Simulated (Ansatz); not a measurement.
Ge:

```
CELL_PARAMETERS angstrom
1.39715 -2.60052 0.00000
1.39715 2.60052 0.00000
0.00000 0.00000 2.69823
ATOMIC_POSITIONS crystal
Ge 0.50000 0.50000 0.00000
```

This isn't the form of Ge at room conditions, which is diamond.

Base run:

| Property | Result |
| --- | --- |
| Program | Ansatz 0.2.0 |
| Functional | LDA |
| Potentials or basis | all-electron LAPW, scalar-relativistic |
| Cutoff | 247 eV |
| Density cutoff | 990 eV |
| Basis error allowed | 0.001 eV/atom |
| k mesh | 11 × 11 × 10 |
| Occupations | fermi-dirac, width 0.05 eV |
| Spin | no spin polarisation |

Its results: pressure -5.6 GPa.

Question: The run is repeated on the same cell with these changes: functional from LDA to PBEsol; k mesh from 11 × 11 × 10 to 8 × 8 × 8. What comes out?

Answer: Pressure -4.4 GPa.

Several settings changed at once, so the effect can't be laid on one alone.

Caveats: the k mesh is thin for a metal, which can move the energy by tens of meV per atom (some runs).

Not every run made on this cell is shown here.
